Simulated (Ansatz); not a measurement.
Telling isomers of C2H2Cl2 apart by their spectra

These gas-phase data were calculated for one isomer of C2H2Cl2 at PBE-D3(BJ)/def2-SVP (harmonic, unscaled wavenumbers; equilibrium rotational constants with average atomic masses):

| Property | Result |
| --- | --- |
| rotational constants | 11.45, 2.439, 2.01 GHz |
| all wavenumbers above 1500 cm⁻¹ | 3153, 3134, 1612 |

Candidates:

(1) `Cl/C=C\Cl`, a singlet
(2) `Cl/C=C/Cl`, a singlet

Problem. Which structure fits? Where the bands don't settle it, estimate the moments of inertia from typical bond lengths.

Solution. Candidate (1). The rotational constants decide: (2) would give 52.13, 1.495, 1.454 GHz.

The same quantities for all candidates:

```
     rotational constants (GHz)  wavenumbers above 1500 cm⁻¹  E above the lowest, PBE-D3(BJ)/def2-SVP (kcal/mol)
(1)          11.45, 2.439, 2.01             3153, 3134, 1612                                                 0.0
(2)         52.13, 1.495, 1.454             3149, 3144, 1606                                                 0.7
```

Harmonic stretches to hydrogen usually lie a few per cent above observed fundamentals. Programs: Ansatz 0.2.0.
